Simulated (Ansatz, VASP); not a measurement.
# One calculation of W, two programs

File INCAR:

```
PREC = Accurate ; ENCUT = 520
EDIFF = 1E-6 ; ISMEAR = -1
SIGMA = 0.05 ; LREAL = False
LASPH = True ; NELM = 80
ALGO = Normal ; ISIF = 2
LWAVE = False ; LCHARG = True
GGA = PE ; LELF = True
LVHAR = True ; NBANDS = 13
```

The input KPOINTS:

```
Automatic mesh
0
Gamma
  14 14 14
```

File POSCAR:

```
W
1.0
    0.0000000000      2.0434441004      2.0434441004
    2.0434441004      0.0000000000      2.0434441004
    2.0434441004      2.0434441004      0.0000000000
W
1
Direct
    0.0000000000      0.0000000000      0.0000000000
```

Input for Ansatz:

```yaml
crystal:
  lattice:
    - [0.0, 2.0434441004, 2.0434441004]
    - [2.0434441004, 0.0, 2.0434441004]
    - [2.0434441004, 2.0434441004, 0.0]
  atoms:
    - { symbol: W, position: [0.0, 0.0, 0.0] }
kpoints:
  mp_grid: { grid: [14, 14, 14] }
  band_path:
    path:
      - [0.0, 0.0, 0.0]
      - [0.5, 0.0, 0.5]
      - [0.625, 0.25, 0.625]
      - [0.375, 0.375, 0.75]
      - [0.0, 0.0, 0.0]
      - [0.5, 0.5, 0.5]
      - [0.5, 0.25, 0.75]
      - [0.5, 0.0, 0.5]
    npoints: 5
scf:
  occupations: { method: fermi_dirac, width: 0.05 }
hamiltonian:
  xc: pbe
  pseudopotentials: { kind: all_electron, lapw: { basis_error: 0.00025 } }
output:
  forces: true
  stress: true
  eigenvalues: true
```

Change from the starting cell: volume scaled by 1.02.

Alike in both runs: task single point; functional PBE; k mesh 14 × 14 × 14; occupations fermi-dirac, width 0.05 eV; no spin polarisation.

|  | VASP | Ansatz |
| --- | --- | --- |
| version | VASP 6.6.1 | Ansatz 0.2.0 |
| potentials or method | VASP PAW PBE potentials, release 64 (W_sv) | all-electron LAPW, scalar-relativistic |
| plane-wave cutoff (eV) | 520 | see its input |

Ansatz gave:

- pressure (GPa): -9.6

**Question.** Estimate VASP's values.

**Answer.** Pressure (GPa): -9.3.

Ansatz ran all-electron here, so the differences hold the error of VASP's frozen core and of both bases.

The runs have no spin-orbit coupling, so splittings on W are missing.
